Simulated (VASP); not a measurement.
**BN: band structure with HSE06**

Slab: BN, a slab with vacuum.

```
CELL_PARAMETERS angstrom
2.50728 0.00000 0.00000
-1.25364 2.17137 0.00000
0.00000 0.00000 24.63570
ATOMIC_POSITIONS crystal
B 0.66667 0.33333 0.36535
B 0.33333 0.66667 0.50000
B 0.66667 0.33333 0.63465
N 0.33333 0.66667 0.36528
N 0.66667 0.33333 0.50000
N 0.33333 0.66667 0.63472
```

* Program: VASP 6.6.1
* Task: band structure
* Functional: HSE06
* Potentials or basis: VASP PAW PBE potentials, release 64 (B, N)
* Cutoff: 520 eV
* k mesh: 9 × 9 × 1
* Occupations: gaussian, width 0.03 eV
* Spin: no spin polarisation
* Grid for exact exchange (PRECFOCK): Fast
* Dipole correction: yes
* Screening parameter: 0.2 1/A
* Further INCAR settings: ALGO = Normal; EDIFF = 1e-06; NBANDS = 21

```
Largest force                          : 0.051 eV/Å
Band gap on the k mesh                 : 5.80 eV, indirect (least direct gap 6.08 eV)
Band gap along the path                : 5.68 eV, indirect (least direct gap 6.08 eV)
Ionisation potential of the upper face : 6.66 eV
```

Forces on the atoms (eV/Å):
```
B    0.000  0.000 -0.051
B    0.000  0.000  0.000
B    0.000  0.000  0.051
N    0.000  0.000 -0.031
N    0.000  0.000  0.000
N    0.000  0.000  0.031
```

Levels at points of the mesh, in eV from the valence-band top:
| k point | band 10 | band 11 | band 12 | band 13 | band 14 | band 15 |
| --- | --- | --- | --- | --- | --- | --- |
| (0.00, 0.00, 0.00) | -1.57 | -1.56 | -1.56 | 5.86 | 6.08 | 6.65 |

It took 6.3 min on 4 MPI ranks on Intel(R) Xeon(R) 6975P-C (Granite Rapids), on a shared host, peak memory 0.42 GiB a rank.

Caveat: the PAW data sets were made with another functional, which shifts forces and pressure a little.
